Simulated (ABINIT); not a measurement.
# AgCl (Fm-3m): a self-consistent loop beyond G0W0, cycle by cycle

Wanted: G0W0 and self-consistent gaps of AgCl (Fm-3m), with the cost of the cycles.

Main program and level: ABINIT 10.8.3; PBE and many-body steps on it, plane waves.

**1. Starting point**

Symmetry: Fm-3m, No. 225, cubic system. The conventional cell has a = 5.597 Å, b = 5.597 Å, c = 5.597 Å, α = 90.00°, β = 90.00°, γ = 90.00°. Ag has 6 Cl at 2.80 Å nearest. Nearest to Cl lie 6 Ag at 2.80 Å. Farther neighbours and most contacts between anions are not listed.

Coordinates:

```cif
data_structure
_symmetry_space_group_name_H-M 'Fm-3m'
_symmetry_Int_Tables_number 225
_cell_length_a 5.5970
_cell_length_b 5.5970
_cell_length_c 5.5970
_cell_angle_alpha 90.000
_cell_angle_beta 90.000
_cell_angle_gamma 90.000
_cell_volume 175.33
loop_
_atom_site_label
_atom_site_type_symbol
_atom_site_symmetry_multiplicity
_atom_site_Wyckoff_symbol
_atom_site_fract_x
_atom_site_fract_y
_atom_site_fract_z
_atom_site_occupancy
Ag1 Ag 4 a 0.00000 0.00000 0.00000 1
Cl1 Cl 4 b 0.50000 0.00000 0.00000 1
```

 The runs that relaxed it are not among those shown.

**2. Empty states on the mesh, 4×4×4 mesh, 135 bands**

This step: ABINIT 10.8.3; DFT, PBE, plane waves, norm-conserving pseudopotentials.

The sums over transitions need many empty states on a uniform mesh; this step solves for them.

run.abi

```
acell 3*1.0 Angstrom
rprim 
  0.000000000000 2.798500000000 2.798500000000
  2.798500000000 0.000000000000 2.798500000000
  2.798500000000 2.798500000000 -0.000000000000
ntypat 2
znucl 47 17
natom 2
typat 1 2
xred 
  0.000000000000 0.000000000000 0.000000000000
  0.500000000000 0.500000000000 0.500000000000
pp_dirpath "pseudos"
pseudos "Ag.upf, Cl.upf"
ecut 37
ngkpt 4 4 4
nshiftk 1
shiftk 0 0 0
kptopt 1
chksymbreak 0
irdden 1
istwfk *1
nband 135
prtvol 0
optdriver 6
gwr_task "HDIAGO"
paral_kgb 0
occopt 1
indata_prefix "in"
outdata_prefix "out"
tmpdata_prefix "tmp"
```

Started as:

```sh
OMP_NUM_THREADS=1 mpirun -n 4 abinit run.abi > log
```

What it wrote:

```text
.Version 10.8.3 of ABINIT. v10.8.2 released Aug 2026.

 Symmetries : space group Fm -3 m (#225); Bravais cF (face-center cubic)
[... echo of the input left out ...]
== DATASET  1 ==================================================================
-   mpi_nproc: 4, omp_nthreads: 1 (-1 if OMP is not activated)

--- !DatasetInfo
iteration_state: {dtset: 1, }
dimensions: {natom: 2, nkpt: 8, mband: 135, nsppol: 1, nspinor: 1, nspden: 1, mpw: 3218, }
cutoff_energies: {ecut:  37.0, pawecutdg:  -1.0, }
[...]
Indirect band gap semiconductor
 Fundamental gap:     0.921 (eV)
   VBM:     4.308 (eV) at k: [ 5.0000E-01,  0.0000E+00,  0.0000E+00]
   CBM:     5.229 (eV) at k: [ 0.0000E+00,  0.0000E+00,  0.0000E+00]
 Direct gap:         3.124 (eV) at k: [ 0.0000E+00,  0.0000E+00,  0.0000E+00]

== END DATASET(S) ==============================================================
================================================================================

 -outvars: echo values of variables after computation  --------
           etotal      0.0000000000E+00
            nband         135
             nkpt           8
          spgroup         225
 [... the other variables as echoed above ...]

 Calculation completed.
```

Elapsed: 56 s, on 4 MPI ranks of Arm Neoverse V1, shared host; peak memory 2.4 GiB; 3.7 min of CPU time.

Numbers from this step:

| Quantity | Value |
| --- | --- |
| gap | 0.9214 eV |
| k of the valence top | 0.5, 0, 0 |
| k of the conduction bottom | 0, 0, 0 |
| least direct gap | 3.124 eV |
| k points computed | 8 |
| lowest point of the top converged band, above the valence top | 100.5461 eV |

On this mesh the gap is 0.921 eV.

The density comes from a self-consistent run that is not shown.

**3. Screening, 4×4×4 mesh, 127 bands, screening to 163.3 eV**

The RPA dielectric matrix is built and inverted for each q.

This step: RPA screening on PBE, plane waves, norm-conserving pseudopotentials.

run.abi, as its differences from that of step 2:

```diff
@@ -20,10 +20,11 @@
 chksymbreak 0
-irdden 1
 istwfk *1
-nband 135
-prtvol 0
-optdriver 6
-gwr_task "HDIAGO"
-paral_kgb 0
 occopt 1
+irdwfk 1
+optdriver 3
+nband 127
+ecuteps 6
+inclvkb 2
+awtr 1
+symchi 1
 indata_prefix "in"
```

What it wrote:

```text
.Version 10.8.3 of ABINIT. v10.8.2 released Aug 2026.

 Symmetries : space group Fm -3 m (#225); Bravais cF (face-center cubic)
[... echo of the input left out ...]
== DATASET  1 ==================================================================
-   mpi_nproc: 4, omp_nthreads: 1 (-1 if OMP is not activated)

--- !DatasetInfo
iteration_state: {dtset: 1, }
dimensions: {natom: 2, nkpt: 8, mband: 127, nsppol: 1, nspinor: 1, nspden: 1, mpw: 3218, }
cutoff_energies: {ecut:  37.0, pawecutdg:  -1.0, }
electrons: {nelect:   2.60000000E+01, charge:   0.00000000E+00, occopt:   1.00000000E+00, tsmear:   1.00000000E-02, }

 SCREENING: Calculation of the susceptibility and dielectric matrices

 Based on a program developped by R.W. Godby, V. Olevano, G. Onida, and L. Reining.
 Incorporated in ABINIT by V. Olevano, G.-M. Rignanese, and M. Torrent.
.Using double precision arithmetic ; gwpc =  8

[... cell and pseudopotentials left out ...]
--------------------------------------------------------------------------------

 ==== K-mesh for the wavefunctions ====
 Number of points in the irreducible wedge :     8
[... list of points left out ...]
 Together with 48 symmetry operations and time-reversal symmetry
 yields    64 points in the full Brillouin Zone.

 ==== Q-mesh for the screening function ====
 Number of points in the irreducible wedge :     8
[... list of points left out ...]
 Together with 48 symmetry operations and time-reversal symmetry
 yields    64 points in the full Brillouin Zone.

 setmesh: FFT mesh size selected  =    30x   30x   30
          total number of points  =        27000

 vcoul_init : cutoff-mode = AUXILIARY_FUNCTION
 q-points for optical limit:   1
     1)      0.000010    0.000020    0.000030

- screening: taking advantage of time-reversal symmetry
- Maximum band index for partially occupied states nbvw = 13
- Remaining bands to be divided among processors   nbcw = 114
- Number of bands treated by each node ~28

 Number of electrons calculated from density =   26.0000; Expected =   26.0000
 average of density, n =  0.087896
 r_s =    1.3952
 omega_plasma =   28.5984 [eV]

 calculating chi0 at frequencies [eV] :
  1    0.000000E+00    0.000000E+00
  2    0.000000E+00    2.859835E+01

--------------------------------------------------------------------------------
  q-point number  1        q = ( 0.000000, 0.000000, 0.000000) [r.l.u.]
--------------------------------------------------------------------------------
[... chi0 elements left out ...]
 For q-point:  0.000010 0.000020 0.000030
  dielectric constant =   5.1746
  dielectric constant without local fields =   5.6277

  Average fulfillment of the sum rule on Im[epsilon] for q-point    1 :     71.57  [%]
[... wings left out ...]
  q-point number  2        q = ( 0.250000, 0.000000, 0.000000) [r.l.u.]
--------------------------------------------------------------------------------
[... chi0 elements left out ...]
  Average fulfillment of the sum rule on Im[epsilon] for q-point    2 :     82.40  [%]

 [... 6 further q-points ...]
```

Run time: 37 s. Hardware: 4 MPI ranks; peak memory 0.96 GiB.

This step gave:

| Property | Result |
| --- | --- |
| ε∞ with local fields, on this mesh, along the program's q direction | 5.175 |
| the same without local fields | 5.628 |
| plasma frequency | 28.60 eV |
| plane waves in the screening matrix | 181 |

Local fields lower ε∞ by 8 %. On a Γ-centred mesh this coarse the value itself is usually too large, while a short band sum pulls it down.

**4. G0W0**

The self-energy is evaluated for the states that the input lists, and the levels follow from it, in one-shot runs by the linearised quasiparticle equation.

This step: G0W0 on PBE, plane waves, norm-conserving pseudopotentials.

run.abi, as its differences from that of step 3:

```diff
@@ -23,8 +23,17 @@
 irdwfk 1
-optdriver 3
+optdriver 4
 nband 127
+gwcalctyp 0
+ecutsigx 37
+symsigma 1
+nkptgw 2
+kptgw 
+  0.5000000000 0.0000000000 0.0000000000
+  0.0000000000 0.0000000000 0.0000000000
+bdgw 
+  12 15
+  11 17
 ecuteps 6
-inclvkb 2
-awtr 1
-symchi 1
+irdscr 1
+ppmodel 1
 indata_prefix "in"
```

What it wrote:

```text
.Version 10.8.3 of ABINIT. v10.8.2 released Aug 2026.

 Symmetries : space group Fm -3 m (#225); Bravais cF (face-center cubic)
[... echo of the input left out ...]
== DATASET  1 ==================================================================
-   mpi_nproc: 4, omp_nthreads: 1 (-1 if OMP is not activated)

--- !DatasetInfo
iteration_state: {dtset: 1, }
dimensions: {natom: 2, nkpt: 8, mband: 127, nsppol: 1, nspinor: 1, nspden: 1, mpw: 3218, }
cutoff_energies: {ecut:  37.0, pawecutdg:  -1.0, }
electrons: {nelect:   2.60000000E+01, charge:   0.00000000E+00, occopt:   1.00000000E+00, tsmear:   1.00000000E-02, }

 SIGMA: Calculation of the GW corrections

 Based on a program developped by R.W. Godby, V. Olevano, G. Onida, and L. Reining.
 Incorporated in ABINIT by V. Olevano, G.-M. Rignanese, and M. Torrent.
.Using double precision arithmetic ; gwpc =  8

[... cell and pseudopotentials left out ...]
--------------------------------------------------------------------------------

 ==== K-mesh for the wavefunctions ====
 Number of points in the irreducible wedge :     8
[... list of points left out ...]
 Together with 48 symmetry operations and time-reversal symmetry
 yields    64 points in the full Brillouin Zone.

 ==== Q-mesh for screening function ====
 Number of points in the irreducible wedge :     8
[... list of points left out ...]
 Together with 48 symmetry operations and time-reversal symmetry
 yields    64 points in the full Brillouin Zone.

 vcoul_init : cutoff-mode = AUXILIARY_FUNCTION
 q-points for optical limit:   1
     1)      0.000010    0.000020    0.000030
 setmesh: FFT mesh size selected  =    45x   45x   45
          total number of points  =        91125

 Number of electrons calculated from density =   26.0000; Expected =   26.0000
 average of density, n =  0.087896
 r_s =    1.3952
 omega_plasma =   28.5984 [eV]

 === KS Band Gaps ===
  >>>> For spin  1
   Minimum direct gap =   3.1244 [eV], located at k-point      :   0.0000  0.0000  0.0000
   Fundamental gap    =   0.9214 [eV], Top of valence bands at :   0.5000  0.0000  0.0000
                                       Bottom of conduction at :   0.0000  0.0000  0.0000
 SIGMA fundamental parameters:
 PLASMON POLE MODEL  1
 number of plane-waves for SigmaX                 3143
 number of plane-waves for SigmaC and W            181
 number of plane-waves for wavefunctions          3143
 number of bands                                   127
 number of independent spin polarizations            1
 number of spinorial components                      1
 number of k-points in IBZ                           8
 number of q-points in IBZ                           8
 number of symmetry operations                      48
 number of k-points in BZ                           64
 number of q-points in BZ                           64
 number of frequencies for dSigma/dE                 9
 frequency step for dSigma/dE [eV]                0.25
 number of omega for Sigma on real axis              0
 max omega for Sigma on real axis  [eV]           0.00
 zcut for avoiding poles [eV]                     0.10

 EPSILON^-1 parameters (SCR file):
 dimension of the eps^-1 matrix on file            181
 dimension of the eps^-1 matrix used               181
 number of plane-waves for wavefunctions          3143
 number of bands                                   127
 number of q-points in IBZ                           8
 number of frequencies                               2
 number of real frequencies                          1
 number of imag frequencies                          1

 matrix elements of self-energy operator (all in [eV])

 Perturbative Calculation

--- !SelfEnergy_ee
iteration_state: {dtset: 1, }
kpoint     : [   0.500,    0.000,    0.000, ]
spin       : 1
KS_gap     :    4.314
QP_gap     :    5.426
Delta_QP_KS:    1.112
data: !SigmaeeData |
     Band     E0 <VxcDFT>   SigX SigC(E0)      Z dSigC/dE  Sig(E)    E-E0       E
       12   4.308 -21.440 -26.390   3.786   0.797  -0.255 -22.367  -0.928   3.380
       13   4.308 -21.440 -26.390   3.786   0.797  -0.255 -22.367  -0.928   3.380
       14   8.621  -8.962  -4.759  -3.983   0.836  -0.196  -8.777   0.184   8.806
       15  10.699 -13.608  -7.669  -4.993   0.803  -0.245 -12.848   0.760  11.459

--- !SelfEnergy_ee
iteration_state: {dtset: 1, }
kpoint     : [   0.000,    0.000,    0.000, ]
spin       : 1
KS_gap     :    3.124
QP_gap     :    4.576
Delta_QP_KS:    1.451
data: !SigmaeeData |
     Band     E0 <VxcDFT>   SigX SigC(E0)      Z dSigC/dE  Sig(E)    E-E0       E
       11   2.105 -14.486 -18.706   2.781   0.791  -0.265 -15.624  -1.138   0.967
       12   2.105 -14.486 -18.706   2.781   0.791  -0.265 -15.624  -1.138   0.967
       13   2.105 -14.486 -18.706   2.781   0.791  -0.265 -15.624  -1.138   0.967
       14   5.229 -10.710  -6.457  -3.875   0.830  -0.205 -10.397   0.314   5.543
       15  15.026 -12.071  -6.770  -4.440   0.822  -0.216 -11.363   0.708  15.734
       16  15.026 -12.071  -6.770  -4.440   0.822  -0.216 -11.363   0.708  15.734
       17  15.026 -12.071  -6.770  -4.440   0.822  -0.216 -11.363   0.708  15.734

== END DATASET(S) ==============================================================
================================================================================

 -outvars: echo values of variables after computation  --------
           etotal      0.0000000000E+00
            nband         127
             nkpt           8
          spgroup         225
 [... the other variables as echoed above ...]

 Calculation completed.
```

Run time: 9.6 s. Hardware: 4 MPI ranks; peak memory 0.91 GiB; 38 s of CPU time.

This step gave:

| Quantity | Value |
| --- | --- |
| G0W0 gap on the points computed | 2.163 eV |
| starting gap on the mesh | 0.9214 eV |
| k of the valence top | 0.5, 0, 0 |
| k of the conduction bottom | 0, 0, 0 |
| Z at the valence top | 0.797 |
| Z at the conduction bottom | 0.83 |
| least direct G0W0 gap on the computed points | 4.576 eV |

The gap on the mesh goes from 0.92 eV to 2.16 eV, a correction of +1.24 eV.

**5. evGW0, cycle 1**

This step: evGW0 on PBE, plane waves, norm-conserving pseudopotentials.

run.abi, as its differences from that of step 4:

```diff
@@ -25,12 +25,24 @@
 nband 127
-gwcalctyp 0
+gwcalctyp 10
 ecutsigx 37
 symsigma 1
-nkptgw 2
+nkptgw 8
 kptgw 
+  0.0000000000 0.0000000000 0.0000000000
+  0.2500000000 0.0000000000 0.0000000000
   0.5000000000 0.0000000000 0.0000000000
-  0.0000000000 0.0000000000 0.0000000000
+  0.2500000000 0.2500000000 0.0000000000
+  0.5000000000 0.2500000000 0.0000000000
+  -0.2500000000 0.2500000000 0.0000000000
+  0.5000000000 0.5000000000 0.0000000000
+  -0.2500000000 0.5000000000 0.2500000000
 bdgw 
-  12 15
-  11 17
+  6 21
+  6 21
+  6 21
+  6 21
+  6 21
+  6 21
+  6 21
+  6 21
 ecuteps 6
```

What it wrote:

```text
.Version 10.8.3 of ABINIT. v10.8.2 released Aug 2026.

 Symmetries : space group Fm -3 m (#225); Bravais cF (face-center cubic)
[... echo of the input left out ...]
== DATASET  1 ==================================================================
-   mpi_nproc: 4, omp_nthreads: 1 (-1 if OMP is not activated)

--- !DatasetInfo
iteration_state: {dtset: 1, }
dimensions: {natom: 2, nkpt: 8, mband: 127, nsppol: 1, nspinor: 1, nspden: 1, mpw: 3218, }
cutoff_energies: {ecut:  37.0, pawecutdg:  -1.0, }
electrons: {nelect:   2.60000000E+01, charge:   0.00000000E+00, occopt:   1.00000000E+00, tsmear:   1.00000000E-02, }

 SIGMA: Calculation of the GW corrections

 Based on a program developped by R.W. Godby, V. Olevano, G. Onida, and L. Reining.
 Incorporated in ABINIT by V. Olevano, G.-M. Rignanese, and M. Torrent.
.Using double precision arithmetic ; gwpc =  8

[... cell and pseudopotentials left out ...]
--------------------------------------------------------------------------------

 ==== K-mesh for the wavefunctions ====
 Number of points in the irreducible wedge :     8
[... list of points left out ...]
 Together with 48 symmetry operations and time-reversal symmetry
 yields    64 points in the full Brillouin Zone.

 ==== Q-mesh for screening function ====
 Number of points in the irreducible wedge :     8
[... list of points left out ...]
 Together with 48 symmetry operations and time-reversal symmetry
 yields    64 points in the full Brillouin Zone.

 vcoul_init : cutoff-mode = AUXILIARY_FUNCTION
 q-points for optical limit:   1
     1)      0.000010    0.000020    0.000030
 setmesh: FFT mesh size selected  =    45x   45x   45
          total number of points  =        91125

 Number of electrons calculated from density =   26.0000; Expected =   26.0000
[...]
spin       : 1
KS_gap     :    4.237
QP_gap     :    5.899
Delta_QP_KS:    1.661
data: !SigmaeeData |
     Band     E_DFT   <VxcDFT>   E(N-1)  <Hhartree>   SigX  SigC[E(N-1)]    Z     dSigC/dE  Sig[E(N)]  DeltaE  E(N)_pert E(N)_diago
[...]
--- !SelfEnergy_ee
iteration_state: {dtset: 1, }
kpoint     : [  -0.250,    0.500,    0.250, ]
spin       : 1
KS_gap     :    5.274
QP_gap     :    6.892
Delta_QP_KS:    1.618
data: !SigmaeeData |
     Band     E_DFT   <VxcDFT>   E(N-1)  <Hhartree>   SigX  SigC[E(N-1)]    Z     dSigC/dE  Sig[E(N)]  DeltaE  E(N)_pert E(N)_diago
[...]
20    18.964   -12.125    18.964    31.089    -5.298    -5.580     0.800    -0.250   -11.128     0.997    19.962    20.211
       21    20.256   -13.216    20.256    33.472    -6.452    -5.670     0.787    -0.271   -12.356     0.860    21.116    21.349

 New Fermi energy :        1.607831E-01 Ha ,    4.375131E+00 eV

 === QP Band Gaps ===
  >>>> For spin  1
   Minimum direct gap =   4.9410 [eV], located at k-point      :   0.0000  0.0000  0.0000
   Fundamental gap    =   2.4637 [eV], Top of valence bands at :   0.5000  0.0000  0.0000
                                       Bottom of conduction at :   0.0000  0.0000  0.0000

 writing QP data on file : out_QPS

 Convergence of QP corrections
 >>>>> For spin  1 <<<<<
.  kptgw no:  1; Maximum DeltaE = (   0.000   0.000) for band index:  3
.  kptgw no:  2; Maximum DeltaE = (   0.541  -0.000) for band index:  3
.  kptgw no:  3; Maximum DeltaE = (   0.602   0.000) for band index:  1
[...]
.  kptgw no:  7; Maximum DeltaE = (   0.599   0.000) for band index:  1
.  kptgw no:  8; Maximum DeltaE = (   1.012  -0.004) for band index:  3

== END DATASET(S) ==============================================================
================================================================================

 -outvars: echo values of variables after computation  --------
           etotal      0.0000000000E+00
            nband         127
             nkpt           8
          spgroup         225
 [... the other variables as echoed above ...]

 Calculation completed.
```

Wall time 2.6 min (4 MPI ranks); peak memory 1.5 GiB; 11 min of CPU time.

Numbers from this step:

- quasiparticle gap on the mesh: 2.464 eV
- gap of the density functional on the mesh: 0.9214 eV
- k of the valence top: 0.5, 0, 0
- k of the conduction bottom: 0, 0, 0
- Z at the valence top: 0.797
- Z at the conduction bottom: 0.83
- least direct quasiparticle gap on the computed points: 4.941 eV

Against G0W0 in ABINIT (4×4×4 mesh, 127 bands, screening to 163.3 eV, Godby-Needs plasmon pole), the gap moves by +0.301 eV. This first cycle still uses the starting levels; it takes the full correction, at all points of the mesh, and its linearised value is 2.163 eV.

**6. evGW0, cycle 2**

The corrected levels of the last cycle go back in.

run.abi, as its differences from that of step 5:

```diff
@@ -50,2 +50,3 @@
 ppmodel 1
+irdqps 1
 indata_prefix "in"
```

What it wrote:

```text
.Version 10.8.3 of ABINIT. v10.8.2 released Aug 2026.

 Symmetries : space group Fm -3 m (#225); Bravais cF (face-center cubic)
[... echo of the input left out ...]
== DATASET  1 ==================================================================
-   mpi_nproc: 4, omp_nthreads: 1 (-1 if OMP is not activated)

--- !DatasetInfo
iteration_state: {dtset: 1, }
dimensions: {natom: 2, nkpt: 8, mband: 127, nsppol: 1, nspinor: 1, nspden: 1, mpw: 3218, }
cutoff_energies: {ecut:  37.0, pawecutdg:  -1.0, }
[...]
.  kptgw no:  3; Maximum DeltaE = (   0.034   0.000) for band index: 10
[...]
.  kptgw no:  7; Maximum DeltaE = (  -0.031  -0.000) for band index: 16
.  kptgw no:  8; Maximum DeltaE = (  -0.034  -0.000) for band index: 16

== END DATASET(S) ==============================================================
================================================================================

 -outvars: echo values of variables after computation  --------
           etotal      0.0000000000E+00
            nband         127
             nkpt           8
          spgroup         225
 [... the other variables as echoed above ...]

 Calculation completed.
```

Run time: 2.6 min. Hardware: 4 MPI ranks; peak memory 1.5 GiB.

Numbers from this step:

```yaml
quasiparticle_gap_on_the_mesh: 2.382 eV
gap_of_the_density_functional_on_the_mesh: 0.9214 eV
k_of_the_valence_top: 0.5, 0, 0
k_of_the_conduction_bottom: 0, 0, 0
least_direct_quasiparticle_gap_on_the_computed_points: 4.789 eV
```

Against the cycle before, the gap moves by −0.082 eV.

[end of part 1 of 3]

[Paths, hosts, dates, memory and timing lines, banners, echoed tables and standing remarks are left out of the program output.]

[Logs are printed without paths, hosts, clocks, repeated set-up lines and the standing remarks that a program may print on its own settings, such as how far it seeks lower states.]

[Runs of the session that timed out or met a known fault of the program may be left out.]

[Hosts, paths, dates, database ids (printed as entryN), source tags and the programs' standing remarks are cut or masked in the printed files.]

[G0W0 gaps are taken among the corrected bands and points alone; a level outside them can change the order at an edge.]

[Where Ansatz stands beside ABINIT at settings called matched, ABINIT's density can come from a denser mesh and the files from another edition; pairs whose starting gaps differed by over 0.03 eV were left out, so agreement reads better than it is.]
